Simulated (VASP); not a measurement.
Wanted: the native input for a VASP 6.6.1 run.

| Quantity | Value |
| --- | --- |
| Task | single point |
| Functional | LDA |
| Potentials or basis | VASP PAW LDA potentials, release 64 (N) |
| Cutoff | 520 eV |
| k mesh | 6 × 6 × 6 |
| Occupations | gaussian, width 0.05 eV |
| Spin | no spin polarisation |
| Dipole correction | no |
| Further INCAR settings | ALGO = Fast; EDIFF = 1e-06; NBANDS = 18 |

The structure of N lies in POSCAR:

```
N
1.0
    4.3994223922      0.0000000000      0.0000000000
    0.0000000000      4.3994223922      0.0000000000
    0.0000000000      0.0000000000      4.6069683823
N
4
Direct
    0.9042752000      0.9042752000      0.0000000000
    0.5957248000      0.4042752000      0.5000000000
    0.0957248000      0.0957248000      0.0000000000
    0.4042752000      0.5957248000      0.5000000000
```

One way to write it, as run:

INCAR

```
ALGO = Fast
EDIFF = 1E-6
ENCUT = 520
ISIF = 2
ISMEAR = 0
LASPH = T
LCHARG = F
LREAL = F
LWAVE = F
NBANDS = 18
NELM = 100
PREC = Accurate
SIGMA = 0.05
```

KPOINTS

```
k-points
0
Gamma
  6 6 6
```

Potentials or basis: VASP PAW LDA potentials, release 64 (N).

The run is started by

```sh
$ cat potpaw_LDA.64/N/POTCAR > POTCAR
$ mpirun -np 1 vasp_std > vasp.out
```

It gave:

| Quantity | Value |
| --- | --- |
| Pressure | -14.3 GPa |
| Largest force | 9.609 eV/Å |
| Band gap on the k mesh | 5.74 eV, direct |

Caveat: the standard files for N, O and F lose accuracy on very short bonds; forces of over 1 eV/Å show positions far from the minimum, so gaps and moduli don't describe the material at rest.

Wall time 61 s on 1 thread of Intel(R) Xeon(R) Platinum 8488C (Sapphire Rapids) (shared host), peak memory 0.18 GiB.
